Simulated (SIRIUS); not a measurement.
Write the native input for SIRIUS 7.12.0 that does the following.

| Property | Result |
| --- | --- |
| Task | single point |
| Functional | LDA |
| Potentials or basis | PseudoDojo 0.4.1 PBE standard (scalar relativistic) |
| Cutoff | 1177 eV |
| Density cutoff | 4707 eV |
| k mesh | 7 × 7 × 7 |
| Occupations | fermi-dirac, width 0.05 eV |
| Spin | no spin polarisation |
| Libxc names | ["XC_LDA_X", "XC_LDA_C_PW"] |
| Energy tol | 1e-08 Ha |
| Density tol | 1e-06 |
| Mixer | anderson |
| Mixing beta | 0.7 |
| Max scf | 100 |
| Radial cutoff for the potentials' integrals | 6.5 bohr |

The system is SnSe.

```xyz
2
Lattice="0.0000 3.0100 3.0100 3.0100 0.0000 3.0100 3.0100 3.0100 0.0000" Properties=species:S:1:pos:R:3 pbc="T T T"
Sn    0.0000    0.0000    0.0000
Se    3.0100    3.0100    3.0100
```

Measurements of this composition are mostly on another form, of space group No. 62.

One way to write it, as run:

sirius.json

```json
{
  "control": {
    "processing_unit": "cpu",
    "verbosity": 2,
    "num_bands_to_print": 23,
    "print_forces": true,
    "print_stress": true
  },
  "parameters": {
    "electronic_structure_method": "pseudopotential",
    "xc_functionals": ["XC_LDA_X", "XC_LDA_C_PW"],
    "gk_cutoff": 9.3,
    "pw_cutoff": 18.6,
    "ngridk": [7, 7, 7],
    "shiftk": [0, 0, 0],
    "smearing": "fermi_dirac",
    "smearing_width": 0.0018374661,
    "num_bands": 23,
    "num_mag_dims": 0,
    "num_dft_iter": 100,
    "energy_tol": 1e-08,
    "density_tol": 1e-06
  },
  "iterative_solver": {
    "type": "davidson",
    "min_tolerance": 1e-10
  },
  "mixer": {
    "type": "anderson",
    "beta": 0.7,
    "max_history": 8
  },
  "settings": {
    "tol_ne": 1e-10,
    "pseudo_grid_cutoff": 6.5
  },
  "unit_cell": {
    "lattice_vectors": [
      [0.0, 5.688075635124, 5.688075635124],
      [5.688075635124, 0.0, 5.688075635124],
      [5.688075635124, 5.688075635124, 0.0]
    ],
    "atom_coordinate_units": "lattice",
    "atom_types": ["Sn", "Se"],
    "atom_files": {
      "Se": "Se.json",
      "Sn": "Sn.json"
    },
    "atoms": {
      "Sn": [
        [0.0, 0.0, 0.0]
      ],
      "Se": [
        [0.5, 0.5, 0.5]
      ]
    }
  }
}
```

Potentials or basis: PseudoDojo 0.4.1 PBE standard (scalar relativistic).

Command:

```sh
$ upf_to_json Se.upf
$ upf_to_json Sn.upf
$ OMP_NUM_THREADS=1 sirius.scf --input=sirius.json --output=out.json --task=0
```

It gave:

```json
{
 "Pressure": "-3.4 GPa"
}
```

Caveat: the potentials were made for another functional, which shifts forces and pressure.

Run time: 18 s on 1 thread of AMD EPYC 9R45 96-Core Processor (Zen 5), with other jobs on the host, peak memory 0.33 GiB.
